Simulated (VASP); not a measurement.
Pm: equation of state with PBE

The system is Pm.

```
Pm
1.0
     0.00000    2.58417    2.58417
     2.58417    0.00000    2.58417
     2.58417    2.58417    0.00000
Pm
1
Direct
  0.00000 0.00000 0.00000
```

This isn't the form of Pm at room conditions, which is double hcp.

```
Program                : VASP 6.6.1
Task                   : equation of state
Functional             : PBE
Potentials or basis    : VASP PAW PBE potentials, release 64 (Pm)
Cutoff                 : 520 eV
k mesh                 : 9 × 9 × 9
Occupations            : fermi-dirac, width 0.05 eV
Spin                   : collinear spin, ferromagnetic start
Starting moments       : [4.0] μB
Further INCAR settings : ALGO = Normal; EDIFF = 1e-07; NBANDS = 18
```

| Item | Value |
| --- | --- |
| Equilibrium volume | 36.38 Å³/atom (rough: see the caveat) |
| Bulk modulus | 21 GPa (rough) |

Energy against volume, from the lowest point:
```tsv
volume (Å³/atom)	energy (meV/atom)
32.443	31.24
33.133	20.82
33.824	12.64
34.514	6.58
35.204	2.52
35.895	0.37
36.585	0.00
```

All runs of the series together: 9.1 min on 1 thread of Intel(R) Xeon(R) Platinum 8488C (Sapphire Rapids), on a shared host.

Caveat: the fit is doubtful: noisy points or a state that changes with volume; the magnetic or orbital state may not be the lowest. The state reached can hang on the start; a lower one may exist.
